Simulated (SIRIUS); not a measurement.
# HfN under changes of volume

One of the cells (15.089 Å³/atom); the others are scaled copies at fixed shape and fractional positions:

```
CELL_PARAMETERS angstrom
0.00000 2.47108 2.47108
2.47108 0.00000 2.47108
2.47108 2.47108 0.00000
ATOMIC_POSITIONS crystal
Hf 0.00000 0.00000 0.00000
N 0.25000 0.25000 0.25000
```

The cell comes from a database or a generator and needn't be the stable form of this composition.

```yaml
Program: SIRIUS 7.12.0
Functional: PBEsol
Potentials_or_basis: PseudoDojo 0.4.1 PBEsol standard (scalar relativistic)
Cutoff: 1152 eV
Density_cutoff: 4606 eV
k_mesh: 9 × 9 × 9
Occupations: fermi-dirac, width 0.05 eV
Spin: no spin polarisation
```

```tsv
volume (Å³/atom)	energy over the lowest point (meV/atom)	pressure (GPa)
13.906	9.06	7.1
14.201	0.42	2.4
14.497	0.00	-1.8
15.089	20.61	-9.1
15.385	40.33	-12.2
15.681	?	?
```

Q: What does the run at 15.681 Å³/atom give?

A: Energy over the lowest point 65.49 meV/atom; pressure -15.0 GPa.

Worked out: A Birch-Murnaghan fit of order 3 (a polynomial in V^(-2/3)) to the other rows has its minimum at 14.36 Å³/atom with B0 = V·E''(V) = 204 GPa and B' = 4.0. It gives 65.50 meV/atom at 15.681 Å³/atom, against the run's 65.49, and -dE/dV = -15.0 GPa, against -15.0.

Energies are extrapolated to zero smearing.
